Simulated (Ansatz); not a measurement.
Si:

```xyz
2
Lattice="4.1209 0.0000 0.0000 -2.0605 3.5688 0.0000 0.0000 0.0000 2.6548" Properties=species:S:1:pos:R:3 pbc="T T T"
Si    0.0000    2.3792    1.3274
Si    2.0605    1.1896    1.3274
```

The cell was built by a generator and needn't be a form met in nature.

Below is the output of Ansatz 0.2.0 for this cell. Logs are shortened: lines on timing, memory, paths and dates and some standing lists are left out, and cuts for length are marked.

```text
Warning: the atoms were moved onto the symmetric positions of the space group found under crystal.symmetry.tolerance 1.0e-5 (fractional; no operation is sought that the atoms, as they stand in a round, miss by more than twice it, and no atom is moved by as much as it), and the run uses the moved positions. Before a round's move an operation carried an atom to 4.12e-5 Å from where it should land, the largest such distance. Atom 0 (counting from 0) moved farthest, by 2.38e-5 Å; the longest move in fractions of the cell, of whichever atom, is 0.47 of the tolerance, in 1 round. To run the atoms as typed, lower crystal.symmetry.tolerance until the operations that they miss are no longer found, or set crystal.symmetry.detect: false (a key that needs symmetry detection or time reversal refuses this as the deck is read). The positions used, in the order of the run's atom list: position: [0.3333333333333333, 0.6666666666666666, 0.5]; position: [0.6666666666666666, 0.3333333333333333, 0.5]; The lattice was moved too: crystal.lattice keeps the space group found at crystal.symmetry.tolerance 1.0e-5 only nearly: the operation that it misses by the most changes a squared length by the fraction 2.80e-6. The run uses the lattice that is a stretch of the typed one, with no rotation, onto the one that keeps every operation to a double's rounding (on a very oblique basis the stretch itself rounds by more); the deck's lattice vector that moved farthest moved by 3.26e-6 Å. To run the lattice as typed, set crystal.symmetry.tolerance under 1.33e-7, the least fraction by which an operation that the lattice misses changes a squared length (the same key also sets how far an atom may lie from its image, so lowering it can lose operations that the atoms keep only within it), or set crystal.symmetry.detect: false, as for the atoms. crystal.lattice made exact, in Å and degrees: [[4.120951508198683, -2.8867513457604425e-6, 0.0], [-2.0604732540993416, 3.5688501372395285, 0.0], [0.0, 0.0, 2.65479]]. Pasted over the deck's crystal.lattice, beside positions in fractional coordinates, it runs the same cell (given as lengths and angles, that cell in the form's own orientation, a rigid turn of the misfit's size from the one run here, for which a checkpoint.post_process_only pass over this run's state can be refused: where this run relaxes nothing, give such a pass this deck's own crystal.lattice, as typed; behind a relaxation, as crystal.lattice, the state's own cell, identity.cell in its checkpoint.json), and a matrix so pasted ends this notice, except on a very skew basis of the lattice, where the rounding of the pasted numbers themselves can read as a misfit: the cell is then moved again, and that move is told again. The lattice as run is in this notice's lattice.as_run_ang field (Run.prep()["deck_notices"] in Python, the deck_notice line of an events file, deck_notices of ansatz run --dry-run=json, or deck_notices in record.json in the deck's checkpoint.write directory).
Warning: RAYON_NUM_THREADS=2 ignored (pool sized by the plan → 2); use --threads N
Engine: ansatz 0.2.0, aarch64-unknown-linux-gnu
Pseudopotentials: kind: paw
Pseudopotential: Si, paw, valence charge 4, recommended cutoff 420 eV (normal), Si.paw.azcp
Functional definition: PBE
  parameter kappa = 0.804
  parameter beta = 0.06672455060314922
  exchange = pbe_x(kappa = kappa, mu = beta*pi^2/3)
  correlation = pbe_c(beta = beta)
Crystal: 2 atoms, lattice volume = 39.044 Å³
Basis set: ecut = 420 eV, 765 PW (Γ), exchange–correlation on 60×60×36 points (8 copies of the dense FFT grid, shifted against one another)
Bands: 8, of which v1, the nominal top of the filled ones, is band 4 counted from 1 (3 counted from 0)
Symmetry: 24 space group operations
Space group: P6/mmm (ITA 191), of the structure as read, at distance tolerance 3.4e-5 Å
k-points: 60 of 640
Non-local potential: Si, projectors of the file, l = 0: 2, l = 1: 2, l = 2: 2
PAW form: soft (Blöchl's): semilocal exchange-correlation on the pseudo side does not see the compensation charge
PAW one-centre angular grid: Si, 110 points (default); XC on 64 Gauss nodes
Initial density: superposition of atomic densities (neutral atoms: chi_scale 0, normalization atom), corrected by the library's trained network
[... 16 lines left out ...]
E sigma→0 (E₀):  -1270.855902 eV
Entropy (-TS):   -0.000301 eV (-0.151 meV/atom)
Fermi energy:    6.543844 eV
--- Per-component energies (eV) ---
  E_band       = 11.913699
  E_kinetic    = 79.676746
  E_local      = -49.686304  (includes V_loc(G=0)·N_el)
  E_nonlocal   = 51.660800
  E_hartree    = 13.939433
  E_xc         = -110.192893
  E_vxc        = -93.205178  (∫ρ·V_xc dr)
  E_paw        = -1024.983713  (= ΣΔE_a)
  E_vpaw       = -4.411231  (= ΣTr[D̂ρ^β])
  E_aug_tail   = 0.000013  (compensation charges beyond the density's cutoff)
  E_ewald      = -231.269833
  E_smearing   = -0.000301  (= −TS)
  E_closure    = -0.000000  (closes the sum)
  Σ components = -1270.856052   (vs F -1270.856052, Δ=0.00e0)
--- Forces (eV/Å), atoms counted from 1 ---
  atom   1  Si     0.00000000    -0.00000000     0.00000000
  atom   2  Si    -0.00000000    -0.00000000     0.00000000
  max |Σ_I F_I| component: 2.78e-17 eV/Å
--- Stress (GPa, compression-positive) ---
        0.293903      -0.000000       0.000000
       -0.000000       0.293903       0.000000
        0.000000       0.000000      -0.483774
  P = ⅓ Tr σ = 0.0347 GPa (0.347 kbar)
--- Band table (eV; the first three rows and the last of 60) ---
  k-point 0: bands = ["-5.7259", "3.7201", "3.7201", "3.8428", "7.8443", "7.8443", "12.1620", "12.9572"]
  k-point 1: bands = ["-5.5278", "3.8869", "3.8869", "4.0398", "8.0235", "8.0235", "10.1056", "12.9358"]
  k-point 2: bands = ["-4.9387", "4.3742", "4.3742", "4.6251", "7.0959", "8.5503", "8.5503", "13.5454"]
  k-point 59: bands = ["0.5198", "1.2841", "2.8180", "3.5518", "4.3096", "8.8551", "12.1417", "14.3896"]
```

Task: What input gives this log?

Result: Single point with PBE, no spin polarisation. The files as run (others can give the same):

input.yaml
```yaml
crystal:
  lattice:
    - [4.12095, 0.0, 0.0]
    - [-2.06047, 3.56885, 0.0]
    - [0.0, 0.0, 2.65479]
  atoms:
    - { symbol: Si, position: [0.33333, 0.66667, 0.5] }
    - { symbol: Si, position: [0.66667, 0.33333, 0.5] }
hamiltonian:
  xc: pbe
  pseudopotentials: { kind: paw }
kpoints:
  mp_grid: { grid: [8, 8, 10] }
scf:
  occupations: { method: gaussian, width: 0.02 }
output:
  forces: true
  stress: true
  eigenvalues: true
```

Potentials or basis: Ansatz PAW.
Command:
```console
$ ansatz run input.yaml --threads 2 --pin off --max-ram 5632MiB --backend cpu --events-out ev --progress --plain --runs-dir out
```
